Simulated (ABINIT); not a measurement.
## TiO2: single point with PBE

The system is TiO2.

```xyz
6
Lattice="4.5998 0.0000 0.0000 0.0000 4.5998 0.0000 0.0000 0.0000 2.9592" Properties=species:S:1:pos:R:3 pbc="T T T"
Ti   -0.0329    0.0348    1.4720
Ti    2.2625    2.3487   -0.0103
O     1.4100    1.3962    1.4689
O     0.8706    3.7160    0.0144
O     3.6592    0.8931    0.0208
O     3.2157    3.2459    1.5089
```

The cell is a database's computed one.

The cell isn't the ideal one: atoms moved at random, drawn with an rms of 0.05 Å.

```yaml
Program: ABINIT 10.8.3 (patched build)
Task: single point
Functional: PBE
Potentials_or_basis: JTH PAW PBE v2.0
Cutoff: 626 eV
k_mesh: 6 × 6 × 9
Occupations: fermi-dirac, width 0.05 eV
Spin: no spin polarisation
```

The pressure is 4.4 GPa, the largest force is 0.848 eV/Å and the band gap on the k mesh is 1.79 eV, indirect (least direct gap 1.82 eV).

Forces in eV/Å, atoms in the order of the input:
```
Ti  -0.030  0.102  0.018
Ti   0.055 -0.085 -0.028
O    0.057  0.440  0.252
O    0.358 -0.237 -0.002
O    0.130  0.389 -0.088
O   -0.569 -0.610 -0.153
```

Stress tensor (GPa, compression positive):
```
 4.64  0.18 -0.32
 0.18  4.47 -0.58
-0.32 -0.58  3.98
```

Levels at points of the mesh, in eV from the valence-band top:
```
           k point  band 20  band 21  band 22  band 23  band 24  band 25  band 26  band 27  band 28  band 29
(0.00, 0.00, 0.00)    -2.01    -0.74    -0.51    -0.49     0.00     1.82     2.11     2.37     2.46     2.52
(0.50, 0.00, 0.00)    -3.00    -1.78    -1.57    -0.80    -0.70     2.38     2.55     2.93     3.15     3.44
(0.00, 0.50, 0.00)    -3.03    -1.70    -1.64    -0.76    -0.73     2.38     2.54     2.97     3.11     3.44
(0.50, 0.50, 0.00)    -2.14    -1.36    -1.31    -1.14    -1.09     1.79     1.94     2.47     2.54     3.72
```

Run time: 11 min on 1 thread of Arm Neoverse V2 (shared host), peak memory 0.4 GiB.

Caveat: an odd mesh through Γ misses points on the zone boundary, where band edges often lie; the atomic spheres overlap.
